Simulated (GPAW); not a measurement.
Input of a GPAW 26.7.0 run:

File run.py:

```python
from ase.dft.bandgap import bandgap
from ase.io import read, write
from ase.units import GPa
from gpaw import GPAW, PW

atoms = read('MnO.xyz')
atoms.set_initial_magnetic_moments([4.0, 0.0])

calc = GPAW(mode=PW(800),
            xc='PBE',
            kpts={'size': (10, 10, 10), 'gamma': True},
            occupations={'name': 'fermi-dirac', 'width': 0.05},
            nbands=21,
            convergence={'density': 1e-05, 'energy': 1e-05},
            maxiter=150,
            txt='gpaw.txt')
atoms.calc = calc
energy = atoms.get_potential_energy()
forces = atoms.get_forces()
stress = atoms.get_stress()
calc.write('gs.gpw')
write('result.traj', atoms)
print(f'Energy: {energy:.6f} eV')
print('Forces (eV/A):')
print(forces.round(4))
print('Stress (GPa):', (stress / GPa).round(3))
print('Moments:', calc.get_magnetic_moments().round(3))
print('Fermi level:', round(calc.get_fermi_level(), 4), 'eV')
print(f'Gap: {bandgap(calc)[0]:.4f} eV, direct: {bandgap(calc, direct=True)[0]:.4f} eV')
```

The input MnO.xyz:

```xyz
2
Lattice="0.0000000000 2.2239077028 2.2239077028 2.2239077028 0.0000000000 2.2239077028 2.2239077028 2.2239077028 0.0000000000" Properties=species:S:1:pos:R:3 pbc="T T T"
Mn     0.0213850965      0.0099764500     -0.0448606662
O      2.2305616346      2.2150231915      2.2615295494
```

Potentials or basis: GPAW PAW data sets (gpaw-data 1.2.1), pw.

Run with:

```sh
$ OMP_NUM_THREADS=1 python run.py
```

(1) What does it give for the net moment?

(2) Predict the pressure.

(3) Predict the band gap on the k mesh.

(4) Estimate the largest force.

Results:

(1) 4.78 μB per cell.

(2) 2.2 GPa.

(3) none (metal or under the smearing width).

(4) 0.338 eV/Å.

Caveat: a cell with one magnetic atom can't hold antiferromagnetic order, which such compounds often take; semilocal functionals often make such compounds metallic where correlation or magnetic order opens a gap, which also shifts bond lengths.
